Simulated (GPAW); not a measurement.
# Rb (I4/mmm) in GPAW: tuning eigensolver

Aim: find the choice of eigensolver that runs Rb fastest, at PBE. This setting moves, with any that are tied to it; all else stays.

All numbers are computed with GPAW 26.7.0; they aren't measurements. Logs are shortened: lines on timing, memory, paths and dates and some standing lists are left out, and cuts for length are marked. The log counts tension as positive stress, the text compression.

**1. Starting point**

The structure is tetragonal, space group I4/mmm (No. 139). Conventional cell: a = 5.909 Å, b = 5.909 Å, c = 5.462 Å, α = 90.00°, β = 90.00°, γ = 90.00°.

This isn't the form of Rb at room conditions, which is bcc.

**2. With eigensolver default**

Input file run.py:

```python
from ase import Atoms
from ase.dft.bandgap import bandgap
from ase.io import write
from ase.units import GPa
from gpaw import GPAW, PW

atoms = Atoms(['Rb'],
              cell=[[-2.9545118615, 2.9545118615, 2.7308451955],
                    [2.9545118615, -2.9545118615, 2.7308451955],
                    [2.9545118615, 2.9545118615, -2.7308451955]],
              scaled_positions=[[0.0, 0.0, 0.0]],
              pbc=True)

calc = GPAW(mode=PW(600),
            xc='PBE',
            kpts={'size': (5, 5, 5), 'gamma': True},
            occupations={'name': 'fermi-dirac', 'width': 0.05},
            nbands=11,
            convergence={'density': 1e-05, 'energy': 1e-05},
            maxiter=100,
            txt='gpaw.txt')
atoms.calc = calc
energy = atoms.get_potential_energy()
forces = atoms.get_forces()
stress = atoms.get_stress()
calc.write('gs.gpw')
write('result.traj', atoms)
print(f'Energy: {energy:.6f} eV')
print('Forces (eV/A):')
print(forces.round(4))
print('Stress (GPa):', (stress / GPa).round(3))
print('Fermi level:', round(calc.get_fermi_level(), 4), 'eV')
print(f'Gap: {bandgap(calc)[0]:.4f} eV, direct: {bandgap(calc, direct=True)[0]:.4f} eV')
```

Potentials or basis: GPAW PAW data sets (gpaw-data 1.2.1), pw.

Run with:

```sh
$ OMP_NUM_THREADS=1 python run.py
```

gpaw.txt:

```text
__  _  _
 | _ |_)|_||  |
 |__||  | ||/\| - 26.7.0

Input parameters:
  mode=PW(ecut=600.0),
  convergence={'density': 1e-05, 'energy': 1e-05},
  kpts=MonkhorstPack(size=(5, 5, 5), gamma=True),
  maxiter=100,
  nbands=11,
  occupations=Occupations(name='fermi-dirac', width=0.05),
  xc=XC(name='PBE')

Diagonalizing LCAO Hamiltonian
Converting LCAO to pw mode

       Rb

Atoms  # Å, Bohr magnetons
|   | symbol |        x |        y |        z |    initial magnetic moments |
|---|--------|----------|----------|----------|-----------------------------|
| 0 |     Rb | 0.000000 | 0.000000 | 0.000000 | ( 0.0000,  0.0000,  0.0000) |

Unit cell  # Å
| periodic |         x |         y |         z |  lengths |     angles |
|----------|-----------|-----------|-----------|----------|------------|
|      yes | -2.954512 |  2.954512 |  2.730845 | 4.991573 | 107.416089 |
|      yes |  2.954512 | -2.954512 |  2.730845 | 4.991573 | 107.416089 |
|      yes |  2.954512 |  2.954512 | -2.730845 | 4.991573 | 113.664635 |

Number of symmetries: 16
Symmetry operations  # r_c * U_cc + t_c -> r_c
|    | kind |            matrix            |
|----|------|------------------------------|
|  0 |  σ   |  1, 1, 1,  0, 0,-1,  0,-1, 0 |
|  1 |  C4  |  1, 1, 1,  0, 0,-1, -1, 0, 0 |
|  2 |  E   |  1, 0, 0,  0, 1, 0,  0, 0, 1 |
|  3 |  σ   |  1, 0, 0,  0, 1, 0, -1,-1,-1 |
|  4 |  σ   |  0, 1, 0,  1, 0, 0,  0, 0, 1 |
|  5 |  C2  |  0, 1, 0,  1, 0, 0, -1,-1,-1 |
|  6 |  C2  |  0, 0, 1, -1,-1,-1,  1, 0, 0 |
|  7 |  S4  |  0, 0, 1, -1,-1,-1,  0, 1, 0 |
|  8 |  C4  |  0, 0,-1,  1, 1, 1,  0,-1, 0 |
|  9 |  σ   |  0, 0,-1,  1, 1, 1, -1, 0, 0 |
| 10 |  σ   |  0,-1, 0, -1, 0, 0,  1, 1, 1 |
| 11 |  C2  |  0,-1, 0, -1, 0, 0,  0, 0,-1 |
| 12 |  C2  | -1, 0, 0,  0,-1, 0,  1, 1, 1 |
| 13 |  i   | -1, 0, 0,  0,-1, 0,  0, 0,-1 |
| 14 |  S4  | -1,-1,-1,  0, 0, 1,  1, 0, 0 |
| 15 |  C2  | -1,-1,-1,  0, 0, 1,  0, 1, 0 |

BZ-sampling:
  Number of BZ points: 125
  Number of IBZ points: 18

  Monkhorst-Pack size: [5, 5, 5]
  Monkhorst-Pack shift: [0, 0, 0]

K-points  # in reciprocal-cell coordinates
|     |                                coordinates |     weight |
|-----|--------------------------------------------|------------|
|   0 | (  0.00000000,   0.00000000,   0.00000000) | 0.00800000 |
|   1 | (  0.20000000,  -0.20000000,   0.00000000) | 0.03200000 |
|   2 | (  0.20000000,  -0.20000000,   0.20000000) | 0.03200000 |
|   3 | (  0.20000000,   0.00000000,   0.00000000) | 0.06400000 |
|   4 | (  0.20000000,   0.20000000,  -0.20000000) | 0.01600000 |
|   5 | (  0.40000000,  -0.40000000,   0.00000000) | 0.03200000 |
|   6 | (  0.40000000,  -0.40000000,   0.20000000) | 0.06400000 |
|   7 | (  0.40000000,  -0.40000000,   0.40000000) | 0.03200000 |
|   8 | (  0.40000000,  -0.20000000,   0.00000000) | 0.12800000 |
|   9 | (  0.40000000,  -0.20000000,   0.20000000) | 0.06400000 |
| ... |                                            |            |
|  17 | (  0.40000000,   0.40000000,   0.40000000) | 0.06400000 |

Plane wave coefficients: 3195
Cutoff: 600.0 eV

Spin-components: 1 (collinear spins)
Bands:           11
Projectors:      5
Spin-degeneracy: 2
Datatype:        complex128

Parallelization:
  kpt:    1
  domain: 1
  band:   1

Density:
  Valence electrons: 9.0
  Components: 1
  Grid points: [30 30 30]
  Charge: 0.0  # |e|

Potential:
  Grid points: [30 30 30]

species:
  Rb:
    name:    Rubidium
    Z:       37.0
    valence: 9
    core:    28
    charge:  0.0  # [|e|]
    compensation charges:
      type: gauss
      rc: 0.38  # [Å]
      lmax: 2
    cutoffs:
      filter: 2.43  # [Å]
      core: 1.99  # [Å]
    projectors
    | kind |    occ | energy [eV] | rcut [Å] |
    |------|--------|-------------|----------|
    |   4s |  2.000 |     -31.879 |    1.376 |
    |   5s |  1.000 |      -2.231 |    1.376 |
    |   4p |  6.000 |     -15.966 |    1.270 |
    |    p |        |      11.245 |    1.270 |
    |    d |        |       0.000 |    1.217 |

    Using partial waves for Rb as LCAO basis

Reference energy: -81103.352423  # eV

eigensolver:
  PPCG
  Converge bands: occupied
  niter=2

density mixing:
  MSR1-Mixer
  Pratt-step length: 0.05
  Maximum mixing coefficient: 0.75
  Old densities: 10
  SVD Regularization: 0.005
  Good broyden scale: 1.0
  Trust region scale: 1.0
  Backstep threshold: 4.0
  History deletion threshold: 6.0
  Fourier metric: weight=20.0, sigma=0.015

occupation numbers:
  Fermi-Dirac:
    width: 0.0500  # eV

poisson solver:
  ecut: 4800.0  # eV

xc functional:
  name: PBE with 2 nearest neighbor stencil

convergence criteria:
- Maximum integral of absolute [dens]ity change: 1e-05 electrons / valence electron
- Maximum [total energy] change in last 3 cyles: 1e-05 eV / valence electron
- Maximum integral of absolute [eigenst]ate change: 4e-08 eV^2 / valence electron
maximum number of iterations: 100

SCF iterations
|iter     | |      energy | eigst |  dens |
|---------|-|-------------|-------|-------|
|iter:   1| |   -1.064592 | -0.83 |       |
|iter:   2| |   -1.042924 | -2.66 | -1.28 |
|iter:   3| |   -0.912833 | -2.21 | -1.32 |
|iter:   4| |   -0.910887 | -3.32 | -1.78 |
|iter:   5| |   -0.911384 | -4.23 | -2.09 |
|iter:   6| |   -0.911386 | -6.06 | -3.30 |
|iter:   7| |   -0.911387c| -7.29 | -3.64 |
|iter:   8| |   -0.911387c| -8.06c| -4.94 |
|iter:   9| |   -0.911387c| -8.94c| -5.61c|

Converged in 9 steps
Energy contributions relative to reference atoms: (reference = -81103.352423)

Energy contributions:
  Kinetic:           0.879464
  Coulomb:          -0.793729
  Zero:             -0.015032
  External:          0.000000
  Xc:               -0.977467
  Entropy:          -0.009246
  Spinorbit:         0.000000
  ----------------------------
  Free energy:      -0.916010
  Extrapolated:     -0.911387

dipole moment: (-11.317377, -11.317377, -10.460613)  # |e|*Ang

Fermi level: 1.027
Eigenvalues  # (at kpt = [0.000, 0.000, 0.000])
| band index |      eig [eV] | occ [0-2] |
|------------|---------------|-----------|
|          0 |       -27.891 |     2.000 |
|          1 |       -11.952 |     2.000 |
|          2 |       -11.952 |     2.000 |
|          3 |       -11.952 |     2.000 |
|          4 |        -0.881 |     2.000 |
|          5 |         4.414 |     0.000 |
|          6 |         4.816 |     0.000 |
|          7 |         4.816 |     0.000 |
|          8 |         5.289 |     0.000 |
|          9 |         5.836 |     0.000 |
|         10 |         7.428 |     0.000 |

No gap
No difference between direct/indirect transitions

Forces  # eV/Ang
|       x |        y |        z |
|---------|----------|----------|
| 0.00000 | -0.00000 | -0.00000 |  # Rb   0

Stress tensor  # eV/Ang^3
|         x |        y |         z |
|-----------|----------|-----------|
|  0.000721 | 0.000000 | -0.000000 |
|  0.000000 | 0.000721 |  0.000000 |
| -0.000000 | 0.000000 |  0.001196 |

# Writing to gs.gpw (mode='')
```

Wall time 18 s (1 thread of Arm Neoverse N1, host not shared); peak memory 0.17 GiB.

Results:

* Free energy: -0.9160 eV
* Pressure: -0.1 GPa
* Band gap on the k mesh: none (metal or under the smearing width)

**3. With eigensolver davidson niter=2**

run.py, as its differences from that of step 2:

```diff
@@ -19,2 +19,3 @@
             convergence={'density': 1e-05, 'energy': 1e-05},
+            eigensolver={'name': 'davidson', 'niter': 2},
             maxiter=100,
```

Potentials or basis: GPAW PAW data sets (gpaw-data 1.2.1), pw.

Run with:

```sh
$ OMP_NUM_THREADS=1 python run.py
```

Wall time 17 s (1 thread of Arm Neoverse N1, host not shared); peak memory 0.17 GiB.

The run converged. Its results:

- Free energy: -0.9160 eV
- Pressure: -0.1 GPa
- Band gap on the k mesh: none (metal or under the smearing width)

**4. With eigensolver davidson niter=4**

run.py, as its differences from that of step 3:

```diff
@@ -19,3 +19,3 @@
             convergence={'density': 1e-05, 'energy': 1e-05},
-            eigensolver={'name': 'davidson', 'niter': 2},
+            eigensolver={'name': 'davidson', 'niter': 4},
             maxiter=100,
```

Run with:

```sh
$ OMP_NUM_THREADS=1 python run.py
```

Wall time 25 s (1 thread of Arm Neoverse N1, host not shared); peak memory 0.17 GiB.

The run converged. Its results:

* Free energy: -0.9160 eV
* Pressure: -0.1 GPa
* Band gap on the k mesh: none (metal or under the smearing width)

**5. With eigensolver rmm-diis**

run.py, as its differences from that of step 4:

```diff
@@ -19,3 +19,3 @@
             convergence={'density': 1e-05, 'energy': 1e-05},
-            eigensolver={'name': 'davidson', 'niter': 4},
+            eigensolver='rmm-diis',
             maxiter=100,
```

Run with:

```sh
$ OMP_NUM_THREADS=1 python run.py
```

Run time: 13 s. Hardware: 1 thread of Arm Neoverse N1, host not shared; peak memory 0.17 GiB.

The run converged. Its results:

- Free energy: -0.9160 eV
- Pressure: -0.1 GPa
- Band gap on the k mesh: none (metal or under the smearing width)

**6. With eigensolver ppcg**

run.py, as its differences from that of step 5:

```diff
@@ -19,3 +19,3 @@
             convergence={'density': 1e-05, 'energy': 1e-05},
-            eigensolver='rmm-diis',
+            eigensolver='ppcg',
             maxiter=100,
```

Potentials or basis: GPAW PAW data sets (gpaw-data 1.2.1), pw.

Run with:

```sh
$ OMP_NUM_THREADS=1 python run.py
```

It took 18 s on 1 thread of Arm Neoverse N1, host not shared; peak memory 0.17 GiB.

Results (log left out):

* Free energy: -0.9160 eV
* Pressure: -0.1 GPa
* Band gap on the k mesh: none (metal or under the smearing width)

**7. With eigensolver cg**

run.py, as its differences from that of step 6:

```diff
@@ -19,3 +19,3 @@
             convergence={'density': 1e-05, 'energy': 1e-05},
-            eigensolver='ppcg',
+            eigensolver='cg',
             maxiter=100,
```

Run with:

```sh
$ OMP_NUM_THREADS=1 python run.py
```

Run time: 19 s. Hardware: 1 thread of Arm Neoverse N1, host not shared; peak memory 0.17 GiB.

The run converged. Its results:

- Free energy: -0.9160 eV
- Pressure: -0.1 GPa
- Band gap on the k mesh: none (metal or under the smearing width)

**8. The series at a glance**

| eigensolver | energy less the last converged row (meV/atom) | SCF cycles | wall time (s) | peak memory (GiB) |
| --- | --- | --- | --- | --- |
| default | 0.00 | 9 | 18 | 0.17 |
| davidson niter=2 | 0.00 | 9 | 17 | 0.17 |
| davidson niter=4 | 0.00 | 8 | 25 | 0.17 |
| rmm-diis | 0.00 | 11 | 13 | 0.17 |
| ppcg | 0.00 | 9 | 18 | 0.17 |
| cg | 0.00 | - | 19 | 0.17 |

Fastest here: rmm-diis (13 s); slowest of those that converged: davidson niter=4 (25 s). These are single runs, one after another on one machine, so differences under about a fifth mean little.
